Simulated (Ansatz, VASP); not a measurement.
**One calculation of Zr, two programs**

```
Zr
1.0
     2.98746    0.00000    0.00000
    -1.49373    2.58722    0.00000
     0.00000    0.00000    4.98592
Zr
2
Cartesian
  0.0000 1.7248 1.2465
  1.4937 0.8624 3.7394
```

Alike in both runs: functional LDA; k mesh 15 × 15 × 8; occupations fermi-dirac, width 0.1 eV; no spin polarisation.

Ansatz relaxed the structure, and its values are those at the end. VASP's run is a single point on that final structure, the one shown.

|  | VASP | Ansatz |
| --- | --- | --- |
| version | VASP 6.6.1 | Ansatz 0.2.0 |
| potentials or method | VASP PAW LDA potentials, release 64 (Zr_sv) | PAW with Ansatz's default frozen-core files, scalar-relativistic |
| plane-wave cutoff (eV) | 520 | 420 |
| valence electrons in the cell | 24 | 24 |

Ansatz gave:

```
pressure (GPa) : 15.0
```

Q: Which values does VASP return?

A: Pressure (GPa): 15.1.

Caveats: so large a pressure means that the cell lies far from this level's equilibrium, or that cutoff or potentials fall short (VASP).
